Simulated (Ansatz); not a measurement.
Method: DFT PBE, scalar-relativistic, plane waves, PAW (Ansatz). Settings: cutoff 420 eV, Γ-centred meshes spaced at most about 0.3 Å⁻¹, and about 0.25 Å⁻¹ or finer for metals (2π included), Gaussian smearing. No spin polarisation.

Formation energies are uncorrected and refer to the elements' standard structures at the same level.

Temperature and zero-point effects are left out. The comparison covers the computed candidates alone. Weakly bound directions are ill-defined at this level, which has no dispersion term. Kohn–Sham gaps at this level usually fall short of measured ones. The reference form of S is held partly by dispersion forces, which this level lacks.

A search for CdS5 gave 10 distinct relaxed structures. Coordination counts S atoms around Cd (those within 1.25 times the shortest such distance or 1.15 times the sum of covalent radii, 1.27 where that leaves under three). Cells relaxed within their symmetry can be saddle points.

Task: What is the best candidate for CdS5?

Result: The one with space group P1 (No. 1), reached from: a relaxed cell, shaken at random and relaxed again. It has a = 4.715 Å, b = 4.812 Å, c = 16.944 Å, α = 84.8°, β = 84.1°, γ = 90.0°, 31.7 Å³/atom, a gap of 0.93 eV on the mesh. Cd on its first site is surrounded by 4 S at 2.63–2.65 Å and 4 Cd at 3.37 Å; around Cd on its second site lie 4 S at 2.63–2.66 Å and 4 Cd at 3.37 Å; S on its first site has 1 S at 2.00 Å and 1 S at 2.16 Å; around S on its second site lie 1 S at 2.00 Å and 1 S at 2.16 Å; 8 more sites not described. Its energy over the elements is −0.100 eV/atom. It lies below the elements, which doesn't yet make it stable against other compounds or structures. An observed structure of this formula, if there is one, may be missing.

Space group P1 (No. 1). a = 4.715 Å, b = 4.812 Å, c = 16.944 Å, α = 84.80°, β = 84.13°, γ = 90.00°
| atom | site | symmetry | x | y | z |
| --- | --- | --- | --- | --- | --- |
| Cd | 1a | 1 | 0.9869 | 0.0845 | 0.0017 |
| Cd | 1a | 1 | 0.4879 | 0.5857 | 0.9988 |
| S | 1a | 1 | 0.6383 | 0.1324 | 0.6854 |
| S | 1a | 1 | 0.3294 | 0.4233 | 0.7314 |
| S | 1a | 1 | 0.1802 | 0.6479 | 0.6393 |
| S | 1a | 1 | 0.4895 | 0.9673 | 0.5934 |
| S | 1a | 1 | 0.0731 | 0.9946 | 0.2684 |
| S | 1a | 1 | 0.3492 | 0.2796 | 0.3147 |
| S | 1a | 1 | 0.1335 | 0.4502 | 0.4064 |
| S | 1a | 1 | 0.8573 | 0.7645 | 0.3599 |
| S | 1a | 1 | 0.9622 | 0.5631 | 0.0686 |
| S | 1a | 1 | 0.5126 | 0.1070 | 0.9319 |

Task: How much higher is the P6/mmm structure with 21.8 Å³/atom and coordination Cd 2 (reached from: random cell)?

Result: 0.40 eV/atom. It has no gap on its mesh. It holds S–S pairs (shortest 1.93 Å).

Task: How much higher is the P1 structure with 27.5 Å³/atom and coordination Cd 4 (reached from: a relaxed cell, shaken at random and relaxed again)?

Result: 23 meV/atom. Its gap on the mesh is 1.18 eV. It holds S–S units of three or more atoms (shortest 2.04 Å).
